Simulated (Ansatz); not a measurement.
KF (CsCl type), relaxed with r2SCAN, was run in the plane-wave code Ansatz under altered settings. All numbers are computed, without spin polarisation but where a row says otherwise.

```
CELL_PARAMETERS angstrom
3.17887 0.00000 0.00000
0.00000 3.17887 0.00000
0.00000 0.00000 3.17887
ATOMIC_POSITIONS crystal
K 0.00000 0.00000 0.00000
F 0.50000 0.50000 0.50000
```

The base run's other keys:
```yaml
kpoints:
  mp_grid: { grid: [4, 4, 4] }
hamiltonian:
  xc: hse06
scf:
  occupations: { method: fixed }
  n_extra_bands: 4
```

It takes 12 iterations with 619 plane waves at 420 eV and 10 k points, and leaves a mean stress of +1.59 GPa. The gap over this mesh is 8.919 eV.

Outcomes, with energy and stress as changes against the base:
```csv
setting,outcome,ΔF (meV/atom),Δ mean stress (GPa),gap on the mesh (eV),iterations
"PBE hybrid, exx coeff 0.3, omega 0.5 1/Å",converged,–,-0.2,8.422,12
"PBE hybrid, exx coeff 0.05, omega 0.1 1/Å",converged,–,+1.1,7.303,9
"PBE hybrid, exx coeff 0.2, omega 0.5 1/Å",converged,–,+0.3,7.878,11
"PBE hybrid, exx coeff 0.3, omega 0.2078 1/Å",converged,–,-0.3,9.350,13
basis.ecutwfc: 500,converged,-1.1,0.0,8.918,12
scf.occupations: fermi_dirac 0.5,converged,0.0,0.0,8.919,12
```
A dash marks a value that wasn't obtained or can't be compared. Stress is positive in compression.

- PBE hybrid, exx coeff 0.3, omega 0.5 1/Å. That is 30 % exact exchange, screened with ω = 0.5 1/Å, against HSE06's 25 % screened at 0.208 1/Å. The mean stress moves by -0.2 GPa and the gap on the mesh by -0.496 eV (to 8.422). Totals of different functionals aren't comparable.
- PBE hybrid, exx coeff 0.05, omega 0.1 1/Å. That is 5 % exact exchange, screened with ω = 0.1 1/Å, against HSE06's 25 % screened at 0.208 1/Å. The mean stress moves by +1.1 GPa and the gap on the mesh by -1.615 eV (to 7.303). Totals of different functionals aren't comparable. The program warns that on this mesh the truncation of the exchange isn't bounded, so part of the change can be an error of the mesh.
- PBE hybrid, exx coeff 0.2, omega 0.5 1/Å. That is 20 % exact exchange, screened with ω = 0.5 1/Å, against HSE06's 25 % screened at 0.208 1/Å. The mean stress moves by +0.3 GPa and the gap on the mesh by -1.040 eV (to 7.878). Totals of different functionals aren't comparable.
- PBE hybrid, exx coeff 0.3, omega 0.2078 1/Å. That is 30 % exact exchange, screened with ω = 0.2078 1/Å, against HSE06's 25 % screened at 0.208 1/Å. The mean stress moves by -0.3 GPa and the gap on the mesh by +0.432 eV (to 9.350). Totals of different functionals aren't comparable.

Within 1 meV an atom, 0.1 GPa and 0.005 eV of the base stay: scf.occupations: fermi_dirac 0.5.

The stress of a hybrid is loosely converged in these runs.

The meshes of the hybrids are coarse, so their gaps aren't converged to the digits shown.
